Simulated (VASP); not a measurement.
# Cu2O (Cuprite) (Pn-3m) in VASP: density of states with PBEsol

Aim: the density of states of Cu2O (Cuprite) with PBEsol.

Program: VASP 6.6.1. These are calculated values, not measurements. Logs are shortened: lines on timing, memory, paths and dates and some standing lists are left out, and cuts for length are marked.

### 1 The undisturbed crystal

The structure is cubic, space group Pn-3m (No. 224). The conventional cell has a = 4.260 Å, b = 4.260 Å, c = 4.260 Å, α = 90.00°, β = 90.00°, γ = 90.00°. Around Cu (site symmetry -3m) lie 2 O at 1.84 Å. O (site symmetry -43m) has 4 Cu at 1.84 Å as nearest neighbours.

### 2 Density of states, PBEsol (volume scaled by 0.8)

run.py

```python
from ase.calculators.vasp import Vasp
from ase.dft.dos import DOS
from ase.io import read

atoms = read('Cu2O.xyz')
calc = Vasp(
    directory='calc',
    xc='pbesol',
    pp='PBE',
    setups='recommended',
    pp_version='54',
    prec='Accurate',
    encut=520,
    ediff=1e-06,
    ismear=0,
    sigma=0.05,
    lreal=False,
    lasph=True,
    nelm=80,
    algo='Normal',
    isif=2,
    lwave=False,
    lcharg=False,
    lmaxmix=4,
    lorbit=11,
    kpts=[6, 6, 6],
    gamma=True,
    nbands=37,
)
atoms.calc = calc

print('energy (eV):', atoms.get_potential_energy())
print('free energy (eV):', atoms.get_potential_energy(force_consistent=True))
print('forces (eV/A):')
print(atoms.get_forces())
print('stress (eV/A^3, Voigt):', atoms.get_stress())
print('Fermi level (eV):', calc.get_fermi_level())
dos = DOS(calc, width=0.1, window=(-10, 10), npts=201)
print('E - E_F (eV), DOS (1/eV)')
for e, g in zip(dos.get_energies(), dos.get_dos()):
    print(f'{e:8.3f} {g:10.4f}')
```

Cu2O.xyz

```xyz
6
Lattice="3.9546336862 0.0000000000 0.0000000000 0.0000000000 3.9546336862 0.0000000000 0.0000000000 0.0000000000 3.9546336862" Properties=species:S:1:pos:R:3 pbc="T T T"
Cu     2.9659752646      0.9886584216      2.9659752646
Cu     2.9659752646      2.9659752646      0.9886584216
Cu     0.9886584216      2.9659752646      2.9659752646
Cu     0.9886584216      0.9886584216      0.9886584216
O      1.9773168431      1.9773168431      1.9773168431
O      0.0000000000      0.0000000000      0.0000000000
```

Potentials or basis: VASP PAW PBE potentials, release 54 (Cu, O).

Command:

```console
$ python run.py
```

The log of the run:

```text
energy (eV): -28.41392457
free energy (eV): -28.41392462
forces (eV/A):
[[-0. -0.  0.]
 [ 0. -0.  0.]
 [ 0.  0. -0.]
 [-0.  0.  0.]
 [-0.  0.  0.]
 [-0.  0.  0.]]
stress (eV/A^3, Voigt): [-0.26679899 -0.26679899 -0.26679899  0.          0.          0.        ]
Fermi level (eV): 7.60488095
E - E_F (eV), DOS (1/eV)
 -10.000     0.0000
  -9.900     0.0040
  -9.800     0.2041
  -9.700     2.1376
  -9.600     7.3196
  -9.500    10.1558
  -9.400     6.4090
  -9.300     5.4055
  -9.200     6.2673
  -9.100     4.4024
  -9.000     2.3453
  -8.900     3.0526
  -8.800     3.3446
  -8.700     3.1286
  -8.600     2.3733
  -8.500     1.1545
  -8.400     2.2858
  -8.300     4.7947
  -8.200     3.0315
  -8.100     0.7943
  -8.000     2.1357
  -7.900     5.0564
  -7.800     4.8057
  -7.700     5.6882
  -7.600     9.6108
  -7.500     8.5957
  -7.400     3.1609
  -7.300     3.4131
  -7.200     3.0454
  -7.100     1.2428
  -7.000     1.4981
  -6.900     0.6746
  -6.800     0.8108
  -6.700     1.1881
  -6.600     0.2682
  -6.500     0.0229
  -6.400     0.1151
  -6.300     0.1376
  -6.200     0.1811
  -6.100     0.6187
  -6.000     0.7798
  -5.900     0.5495
  -5.800     0.2920
  -5.700     0.3384
  -5.600     1.1807
  -5.500     1.8439
  -5.400     1.3649
  -5.300     0.4021
  -5.200     1.0708
  -5.100     1.7913
  -5.000     1.6934
  -4.900     2.7399
  -4.800     3.3151
  -4.700     4.5031
  -4.600     4.6646
  -4.500     4.3406
  -4.400     6.1895
  -4.300     9.8363
  -4.200     7.7999
  -4.100     4.6127
  -4.000     4.0320
  -3.900     5.0545
  -3.800     9.5200
  -3.700    10.1801
  -3.600    11.1614
  -3.500    18.3533
  -3.400    22.7244
  -3.300    16.3224
  -3.200    12.0258
  -3.100    13.4877
  -3.000    15.8530
  -2.900    16.6499
  -2.800    19.9764
  -2.700    22.7321
  -2.600    21.4847
  -2.500    16.4030
  -2.400    11.3434
  -2.300     9.0583
  -2.200     7.3628
  -2.100     6.0260
  -2.000     5.3276
  -1.900     6.2218
  -1.800     6.4763
  -1.700     5.0634
  -1.600     2.3320
  -1.500     1.2825
  -1.400     1.7366
  -1.300     2.9627
  -1.200     3.6782
  -1.100     5.5461
  -1.000     7.4872
  -0.900     7.3016
  -0.800     5.1324
  -0.700     2.7850
  -0.600     2.0574
  -0.500     1.6324
  -0.400     1.0266
  -0.300     1.0750
  -0.200     0.7181
  -0.100     0.1965
   0.000     0.0298
   0.100     0.0840
   0.200     0.0790
   0.300     0.0101
   0.400     0.0002
   0.500     0.0003
   0.600     0.0236
   0.700     0.2165
   0.800     0.2699
   0.900     0.0656
   1.000     0.0541
   1.100     0.0623
   1.200     0.3579
   1.300     0.5787
   1.400     0.5893
   1.500     0.8821
   1.600     1.1820
   1.700     1.2514
   1.800     2.0312
   1.900     1.8472
   2.000     1.8942
   2.100     4.5501
   2.200     5.8119
   2.300     3.3567
   2.400     2.6262
   2.500     1.9668
   2.600     2.6664
   2.700     4.0050
   2.800     2.9963
   2.900     2.0611
   3.000     3.0769
   3.100     4.3263
   3.200     2.0363
   3.300     0.7775
   3.400     1.6481
   3.500     1.6248
   3.600     0.8966
   3.700     1.2436
   3.800     1.7853
   3.900     1.6929
   4.000     2.3337
   4.100     2.0782
   4.200     0.7796
   4.300     2.1699
   4.400     2.9651
   4.500     1.1644
   4.600     0.2548
   4.700     0.0202
   4.800     0.0003
   4.900     0.0021
   5.000     0.1234
   5.100     1.2011
   5.200     2.6018
   5.300     2.4121
   5.400     0.7186
   5.500     0.8748
   5.600     2.7572
   5.700     3.2050
   5.800     2.5070
   5.900     0.9781
   6.000     0.7014
   6.100     1.8184
   6.200     2.3724
   6.300     1.1256
   6.400     0.4753
   6.500     0.2691
   6.600     0.1470
   6.700     1.1988
   6.800     2.2622
   6.900     1.6578
   7.000     1.5416
   7.100     1.9244
   7.200     0.7516
   7.300     0.6167
   7.400     1.6419
   7.500     1.7156
   7.600     2.0343
   7.700     1.8246
   7.800     0.7495
   7.900     0.2039
   8.000     0.7118
   8.100     4.1293
   8.200     4.3136
   8.300     1.4452
   8.400     1.0870
   8.500     0.9822
   8.600     0.9969
   8.700     3.0638
   8.800     2.8738
   8.900     1.1560
   9.000     0.3772
   9.100     0.3674
   9.200     1.0959
   9.300     1.1821
   9.400     1.1216
   9.500     1.7158
   9.600     1.8393
   9.700     1.4913
   9.800     2.0432
   9.900     2.3826
  10.000     0.6686
```

Run time: 32 s. Hardware: 1 thread of AMD EPYC 9R45 (Zen 5), shared host; peak memory 0.15 GiB.

Results:

- Free energy: -28.4139 eV
- Pressure: 42.7 GPa
- Band gap on the k mesh: 0.30 eV, direct
- Valence electrons inside the program's atomic spheres: Cu 10.31; O 5.16

States per cell in windows of 1 eV (zero at the valence-band top; states under -8 eV left out):
| from (eV) | total | Cu1_d | Cu2_d | Cu3_d | Cu4_d | O5_p | O6_p |
| --- | --- | --- | --- | --- | --- | --- | --- |
| -8.0 | 4.57 | 0.21 | 0.21 | 0.21 | 0.21 | 1.16 | 1.16 |
| -7.0 | 0.62 | 0.02 | 0.02 | 0.02 | 0.02 | 0.17 | 0.17 |
| -6.0 | 0.74 | 0.09 | 0.09 | 0.09 | 0.09 | 0.03 | 0.03 |
| -5.0 | 4.78 | 0.88 | 0.88 | 0.88 | 0.88 | 0.03 | 0.03 |
| -4.0 | 10.83 | 2.40 | 2.40 | 2.40 | 2.40 | 0.06 | 0.06 |
| -3.0 | 15.41 | 3.64 | 3.64 | 3.64 | 3.64 | 0.11 | 0.11 |
| -2.0 | 4.25 | 0.82 | 0.82 | 0.82 | 0.82 | 0.24 | 0.24 |
| -1.0 | 3.96 | 0.70 | 0.70 | 0.70 | 0.70 | 0.23 | 0.23 |
| 0.0 | 0.08 | 0.01 | 0.01 | 0.01 | 0.01 | 0.00 | 0.00 |
| 1.0 | 0.49 | 0.05 | 0.05 | 0.05 | 0.05 | 0.02 | 0.02 |
| 2.0 | 3.41 | 0.25 | 0.25 | 0.25 | 0.25 | 0.23 | 0.23 |
| 3.0 | 1.84 | 0.12 | 0.12 | 0.12 | 0.12 | 0.20 | 0.20 |
| 4.0 | 1.44 | 0.08 | 0.08 | 0.08 | 0.08 | 0.11 | 0.11 |
| 5.0 | 1.35 | 0.07 | 0.07 | 0.07 | 0.07 | 0.08 | 0.08 |
| 6.0 | 1.40 | 0.06 | 0.06 | 0.06 | 0.06 | 0.05 | 0.05 |
| 7.0 | 1.45 | 0.05 | 0.05 | 0.05 | 0.05 | 0.02 | 0.02 |

Caveat: the PAW data sets were made with another functional, which shifts forces and pressure a little.
